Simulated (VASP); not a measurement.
# ZnCu2SnSe4 (I-4) in VASP: single point with PBE

Aim: the single point of ZnCu2SnSe4 with PBE.

Program: VASP 6.6.1. These are calculated values, not measurements. Logs are shortened: lines on timing, memory, paths and dates and some standing lists are left out, and cuts for length are marked.

## (1) Starting point

The structure is tetragonal, space group I-4 (No. 82). The conventional cell has a = 5.771 Å, b = 5.771 Å, c = 11.480 Å, α = 90.00°, β = 90.00°, γ = 90.00°. Zn (site symmetry -4) is surrounded by 4 Se at 2.49 Å. Cu (site symmetry -4) is surrounded by 4 Se at 2.44 Å. Cu (site symmetry -4) is surrounded by 4 Se at 2.44 Å. Around Sn (site symmetry -4) lie 4 Se at 2.62 Å. Se (site symmetry 1) has 2 Cu at 2.44 Å and 1 Zn at 2.49 Å and 1 Sn at 2.62 Å as nearest neighbours.

The cell comes from a database or a generator and needn't be the stable form of this composition.

## (2) Single point, PBE

INCAR

```
SYSTEM = ZnCu2SnSe4
  PREC = Accurate
  ENCUT = 520
  EDIFF = 1E-6
  ISMEAR = 0
  SIGMA = 0.01
  LREAL = .False.
  LASPH = .True.
  NELM = 100
  ALGO = Fast
  ISIF = 2
  LWAVE = .False.
  LCHARG = .True.
  GGA = PE
  LELF = .True.
  LVHAR = .True.
  NBANDS = 46
```

KPOINTS

```
regular mesh
0
Gamma
  5 5 5
  0 0 0
```

POSCAR

```
ZnCu2SnSe4
1.0
   -2.8856370000      2.8856370000      5.7398310000
    2.8856370000     -2.8856370000      5.7398310000
    2.8856370000      2.8856370000     -5.7398310000
Zn Cu Sn Se
1 2 1 4
Direct
    0.7500000000      0.2500000000      0.5000000000
    0.2500000000      0.7500000000      0.5000000000
    0.0000000000      0.0000000000      0.0000000000
    0.5000000000      0.5000000000      0.0000000000
    0.6297540000      0.6365340000      0.5262470000
    0.1102870000      0.1035070000      0.4737530000
    0.8964930000      0.3702460000      0.0067800000
    0.3634660000      0.8897130000      0.9932200000
```

Potentials or basis: VASP PAW PBE potentials, release 64 (Zn, Cu, Sn_d, Se).

Run with:

```sh
$ cat potpaw_PBE.64/Zn/POTCAR potpaw_PBE.64/Cu/POTCAR potpaw_PBE.64/Sn_d/POTCAR potpaw_PBE.64/Se/POTCAR > POTCAR
$ mpirun -np 1 vasp_std > vasp.out
```

OUTCAR:

```text
SYSTEM = ZnCu2SnSe4
   PREC = Accurate
   ENCUT = 520
   EDIFF = 1E-6
   ISMEAR = 0
   LREAL = .False.
   LASPH = .True.
   NELM = 100
   ISIF = 2
   GGA = PE

 ion  position               nearest neighbor table
   1  0.750  0.250  0.500-   7 2.49   5 2.49   6 2.49   8 2.49
   2  0.250  0.750  0.500-   5 2.44   6 2.44   8 2.44   7 2.44
   3  0.000  0.000  0.000-   5 2.44   6 2.44   7 2.44   8 2.44
   4  0.500  0.500  0.000-   5 2.62   8 2.62   7 2.62   6 2.62
   5  0.630  0.637  0.526-   2 2.44   3 2.44   1 2.49   4 2.62
   6  0.110  0.104  0.474-   2 2.44   3 2.44   1 2.49   4 2.62
   7  0.896  0.370  0.007-   2 2.44   3 2.44   1 2.49   4 2.62
   8  0.363  0.890  0.993-   2 2.44   3 2.44   1 2.49   4 2.62

  LATTYP: Found a body centered tetragonal cell.
 ALAT       =     5.7712740000
 C/A-ratio  =     1.9891036191

  Lattice vectors:

 A1 = (  -2.8856370000,   2.8856370000,   5.7398310000)
 A2 = (   2.8856370000,  -2.8856370000,   5.7398310000)
 A3 = (   2.8856370000,   2.8856370000,  -5.7398310000)

Analysis of symmetry for initial positions (statically):
=====================================================================
 Subroutine PRICEL returns:
 Original cell was already a primitive cell.

 Routine SETGRP: Setting up the symmetry group for a
 body centered tetragonal supercell.

 Subroutine GETGRP returns: Found  4 space group operations
 (whereof  4 operations were pure point group operations)
 out of a pool of 16 trial point group operations.

The static configuration has the point symmetry S_4 .

Analysis of symmetry for dynamics (positions and initial velocities):
=====================================================================
 Subroutine PRICEL returns:
 Original cell was already a primitive cell.

 Routine SETGRP: Setting up the symmetry group for a
 body centered tetragonal supercell.

 Subroutine GETGRP returns: Found  4 space group operations
 (whereof  4 operations were pure point group operations)
 out of a pool of 16 trial point group operations.

The dynamic configuration has the point symmetry S_4 .

 Subroutine INISYM returns: Found  4 space group operations
 (whereof  4 operations are pure point group operations),
 and found     1 'primitive' translations

----------------------------------------------------------------------------------------

                                     Primitive cell

  volume of cell :     191.1800

  direct lattice vectors                    reciprocal lattice vectors
    -2.885637000  2.885637000  5.739831000     0.000000000  0.173271967  0.087110579
     2.885637000 -2.885637000  5.739831000     0.173271967  0.000000000  0.087110579
     2.885637000  2.885637000 -5.739831000     0.173271967  0.173271967  0.000000000

  length of vectors
     7.042688528  7.042688528  7.042688528     0.193936659  0.193936659  0.245043566

  position of ions in fractional coordinates (direct lattice)
     0.750000000  0.250000000  0.500000000
     0.250000000  0.750000000  0.500000000
     0.000000000  0.000000000  0.000000000
     0.500000000  0.500000000  0.000000000
     0.629754000  0.636534000  0.526247000
     0.110287000  0.103507000  0.473753000
     0.896493000  0.370246000  0.006780000
     0.363466000  0.889713000  0.993220000

  ion indices of the primitive-cell ions
   primitive index   ion index
                 1           1
                 2           2
                 3           3
                 4           4
                 5           5
                 6           6
                 7           7
                 8           8

----------------------------------------------------------------------------------------

 KPOINTS: regular mesh

Automatic generation of k-mesh.
 Grid dimensions read from file:
 generate k-points for:    5    5    5

 Generating k-lattice:

  Cartesian coordinates                     Fractional coordinates (reciprocal lattice)
     0.000000000  0.034654393  0.017422116     0.200000000 -0.000000000  0.000000000
     0.034654393  0.000000000  0.017422116    -0.000000000  0.200000000  0.000000000
     0.034654393  0.034654393  0.000000000     0.000000000  0.000000000  0.200000000

  Length of vectors
     0.038787332  0.038787332  0.049008713

  Shift w.r.t. Gamma in fractional coordinates (k-lattice)
     0.000000000  0.000000000  0.000000000

 Subroutine IBZKPT returns following result:
 ===========================================

 Found     21 irreducible k-points:

 Following reciprocal coordinates:
            Coordinates               Weight
  0.000000  0.000000  0.000000      1.000000
  0.200000 -0.000000  0.000000      8.000000
  0.400000  0.000000 -0.000000      8.000000
  0.200000  0.200000  0.000000      8.000000
  0.400000  0.200000  0.000000      8.000000
 -0.400000 -0.200000 -0.400000      8.000000
[... 13 lines left out ...]
 -0.400000  0.400000  0.400000      4.000000
 -0.400000 -0.400000  0.400000      2.000000
   k-points           NKPTS =     21   k-points in BZ     NKDIM =     21   number of bands    NBANDS=     46
   number of dos      NEDOS =    301   number of ions     NIONS =      8
   total plane-waves  NPLWV = 157464
   dimension x,y,z NGX =    54 NGY =   54 NGZ =   54
   dimension x,y,z NGXF=   108 NGYF=  108 NGZF=  108
   ions per type =               1   2   1   4
   NGX,Y,Z   is equivalent  to a cutoff of  12.75, 12.75, 12.75 a.u.
   NGXF,Y,Z  is equivalent  to a cutoff of  25.49, 25.49, 25.49 a.u.
 SYSTEM =  ZnCu2SnSe4
   PREC   = accura    normal or accurate (medium, high low for compatibility)
   ISTART =      0    job   : 0-new  1-cont  2-samecut
   ICHARG =      2    charge: 1-file 2-atom 10-const
   ISPIN  =      1    spin polarized calculation?
   LNONCOLLINEAR =      F non collinear calculations
   LSORBIT =      F    spin-orbit coupling
   LASPH  =      T    aspherical Exc in radial PAW
   ENCUT  =  520.0 eV  38.22 Ry    6.18 a.u.  13.09 13.09 13.09*2*pi/ulx,y,z
   NELM   =    100;   NELMIN=  2; NELMDL= -5     # of ELM steps
   EDIFF  = 0.1E-05   stopping-criterion for ELM
   LREAL  =      F    real-space projection
   EDIFFG = 0.1E-04   stopping-criterion for IOM
   NSW    =      0    number of steps for IOM
   IBRION =     -1    ionic relax: 0-MD 1-quasi-New 2-CG
   NFREE  =      0    steps in history (QN), initial steepest desc. (CG)
   ISIF   =      2    stress and relaxation
   ISYM   =      2    0-nonsym 1-usesym 2-fastsym
   POTIM  = 0.5000    time-step for ionic-motion
   TEBEG  =    0.0;   TEEND  =   0.0 temperature during run
   PSTRESS=    0.0 pullay stress
   NELECT =      72.0000    total number of electrons
   NUPDOWN=      -1.0000    fix difference up-down
   EMIN   =  10.00;   EMAX   =-10.00  energy-range for DOS
   EFERMI =   0.00;   METHOD = LEGACY
   ISMEAR =     0;   SIGMA  =   0.01  broadening in eV -4-tet -1-fermi 0-gaus
   EFERMI_NEDOS =   21; number of points for ismear=-14 and -15
   IALGO  =     68    algorithm
   IMIX   =      4    mixing-type and parameters
     AMIX     =   0.40;   BMIX     =  1.00
     AMIX_MAG =   1.60;   BMIX_MAG =  1.00
  volume/ion in A,a.u.               =      23.90       161.27
  Fermi-wavevector in a.u.,A,eV,Ry     =   1.182238  2.234105 19.016675  1.397686
  Thomas-Fermi vector in A             =   2.318496
   LORBIT       =      0    0 simple, 1 ext, 2 COOP (PROOUT), +10 PAW based schemes
   GGA     = PE    functional components
   LHFCALC =     F    Hartree Fock is set to
   AEXX    =    0.0000 exact exchange contribution
   IVDW    =     0    specifies the selected vdW correction
   LEPSILON=     F    determine dielectric tensor
   LRPA    =     F    only Hartree local field effects (RPA)
 non-spin polarized calculation
 RMM-DIIS sequential band-by-band and
 Gauss-broadening in eV      SIGMA  =   0.01
  energy-cutoff  :      520.00
  volume of cell :      191.18
 maximum number of plane-waves:      5170
 NGX is ok and might be reduce to    54
   NGX = 27   NGY = 27   NGZ = 27

 number of electron      71.9999970 magnetization

 Free energy of the ion-electron system (eV)
  ---------------------------------------------------
  ext. energy  EPLUGINS =         0.00000000
  ---------------------------------------------------
  free energy    TOTEN  =       -29.58790536 eV

  energy without entropy =      -29.58790478  energy(sigma->0) =      -29.58790507

 E-fermi :   3.5992     XC(G=0):  -9.3016

 val. band max:        3.5752785807   @ k =   0.0000   0.0000   0.0000
 cond. band min:       3.6216968021   @ k =   0.0000   0.0000   0.0000
 fundamental gap:      0.0464182214
 Fermi energy:         3.5991785687

 k-point     1 :       0.0000    0.0000    0.0000
  band No.  band energies     occupation
      1     -18.5689      2.00000
      2     -18.5663      2.00000
      3     -18.5663      2.00000
      4     -18.5184      2.00000
      5     -18.5159      2.00000
      6     -10.5194      2.00000
[... 38 lines left out ...]
     45       8.6870      0.00000
     46       8.9657      0.00000

 k-point     2 :       0.2000   -0.0000    0.0000
  band No.  band energies     occupation
      1     -18.5690      2.00000
      2     -18.5664      2.00000
      3     -18.5663      2.00000
      4     -18.5183      2.00000
      5     -18.5159      2.00000
      6     -10.4116      2.00000
[... 38 lines left out ...]
     45       8.6389      0.00000
     46       9.1414      0.00000

 k-point     3 :       0.4000    0.0000   -0.0000
  band No.  band energies     occupation
      1     -18.5691      2.00000
      2     -18.5665      2.00000
      3     -18.5663      2.00000
      4     -18.5182      2.00000
      5     -18.5158      2.00000
      6     -10.1338      2.00000
[... 871 lines left out ...]
     45       9.0732      0.00000
     46       9.6789      0.00000

 k-point    21 :      -0.4000   -0.4000    0.4000
  band No.  band energies     occupation
      1     -18.5690      2.00000
      2     -18.5662      2.00000
      3     -18.5662      2.00000
      4     -18.5184      2.00000
      5     -18.5159      2.00000
      6     -10.1945      2.00000
[... 38 lines left out ...]
     45       9.4464      0.00000
     46       9.4506      0.00000

------------------------ aborting loop because EDIFF is reached ----------------------------------------

  FORCE on cell =-STRESS in cart. coord.  units (eV):
  Direction    XX          YY          ZZ          XY          YZ          ZX
  --------------------------------------------------------------------------------------
  -------------------------------------------------------------------------------------
  Total        0.2495253      0.2495253      0.3659444     -0.0000001      0.0000000     -0.0000000
  in kB        2.0911382      2.0911382      3.0667843     -0.0000006      0.0000000     -0.0000000
  external PRESSURE =       2.4163536 kB  Pullay stress =       0.0000000 kB

 VOLUME and BASIS-vectors are now :
 -----------------------------------------------------------------------------
  energy-cutoff  :      520.00
  volume of cell :      191.18
      direct lattice vectors                 reciprocal lattice vectors
    -2.885637000  2.885637000  5.739831000     0.000000000  0.173271967  0.087110579
     2.885637000 -2.885637000  5.739831000     0.173271967  0.000000000  0.087110579
     2.885637000  2.885637000 -5.739831000     0.173271967  0.173271967  0.000000000

 POSITION                                       TOTAL-FORCE (eV/Angst)
 -----------------------------------------------------------------------------------
     -0.00000      2.88564      2.86992        -0.000000      0.000000     -0.000000
      2.88564     -0.00000      2.86992        -0.000000      0.000000     -0.000000
      0.00000      0.00000      0.00000        -0.000000      0.000000     -0.000000
      0.00000      0.00000      5.73983        -0.000000      0.000000     -0.000000
      1.53812      1.49899      4.24771         0.090104     -0.012868     -0.023088
      1.34751      1.38664     -1.49212        -0.090104      0.012868     -0.023088
     -1.49899      1.53812      7.23195         0.012868      0.090104      0.023088
      4.38463      1.34751      1.49212        -0.012868     -0.090104      0.023088
 -----------------------------------------------------------------------------------
    total drift:                                0.000011      0.000012      0.000012

  FREE ENERGIE OF THE ION-ELECTRON SYSTEM (eV)
  ---------------------------------------------------
  free  energy   TOTEN  =       -29.5879053639 eV

  energy  without entropy=      -29.5879047821  energy(sigma->0) =      -29.58790507
```

It took 4.5 min on 1 thread of Intel Xeon 6975P-C (Granite Rapids), shared host; peak memory 0.51 GiB.

What came out:

```yaml
Free_energy: -29.5879 eV
Pressure: 0.2 GPa
Largest_force: 0.094 eV/Å
Band_gap_on_the_k_mesh: 0.05 eV, direct
```

Forces on the atoms (eV/Å):
```
Zn   0.000  0.000  0.000
Cu   0.000  0.000  0.000
Cu   0.000  0.000  0.000
Sn   0.000  0.000  0.000
Se   0.090 -0.013 -0.023
Se  -0.090  0.013 -0.023
Se   0.013  0.090  0.023
Se  -0.013 -0.090  0.023
```

Stress tensor (GPa, compression positive):
```
0.21 0.00 0.00
0.00 0.21 0.00
0.00 0.00 0.31
```

Caveat: spin-orbit coupling is left out, which moves the levels of the heavy elements; an odd mesh through Γ misses points on the zone boundary, where band edges often lie.
